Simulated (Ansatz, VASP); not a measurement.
CdSe: VASP beside Ansatz

INCAR

```
PREC = Accurate
ENCUT = 520
EDIFF = 1E-6
ISMEAR = 0
SIGMA = 0.05
LREAL = F
LASPH = T
NELM = 80
ALGO = Normal
ISIF = 2
LWAVE = F
LCHARG = F
GGA = PE
NBANDS = 16
```

Contents of KPOINTS:

```
Automatic mesh
0
Gamma
  8 8 8
```

Contents of POSCAR:

```
CdSe
1.0
    0.0000000000      2.8739580000      2.8739580000
    2.8739580000      0.0000000000      2.8739580000
    2.8739580000      2.8739580000      0.0000000000
Cd Se
1 1
Direct
    0.0000000000      0.0000000000      0.0000000000
    0.5000000000      0.5000000000      0.5000000000
```

File input.yaml:

```yaml
crystal:
  lattice:
    - [0.0, 2.873958, 2.873958]
    - [2.873958, 0.0, 2.873958]
    - [2.873958, 2.873958, 0.0]
  atoms:
    - { symbol: Cd, position: [0.0, 0.0, 0.0] }
    - { symbol: Se, position: [0.5, 0.5, 0.5] }
kpoints:
  mp_grid: { grid: [8, 8, 8] }
scf:
  occupations: { method: gaussian, width: 0.05 }
hamiltonian:
  xc: pbe
  pseudopotentials: { kind: all_electron, lapw: { basis_error: 0.001 } }
output:
  forces: true
  stress: true
  eigenvalues: true
```

Measurements of this composition are mostly on another form, of space group No. 186.

Alike in both runs: task single point; functional PBE; k mesh 8 × 8 × 8; occupations gaussian, width 0.05 eV; no spin polarisation.

|  | VASP | Ansatz |
| --- | --- | --- |
| version | VASP 6.6.1 | Ansatz 0.2.0 |
| potentials or method | VASP PAW PBE potentials, release 64 (Cd, Se) | all-electron LAPW, scalar-relativistic |
| plane-wave cutoff (eV) | 520 | see its input |

|  | VASP | Ansatz | Ansatz less VASP |
| --- | --- | --- | --- |
| gap on the k mesh at the Fermi level (eV) | none | none | - |
| pressure (GPa) | 0.0 | -0.3 | -0.32 |

A gap of «none» marks a metal or a gap that the smearing closes. Ansatz ran all-electron here, so the differences hold the error of VASP's frozen core and of both bases.
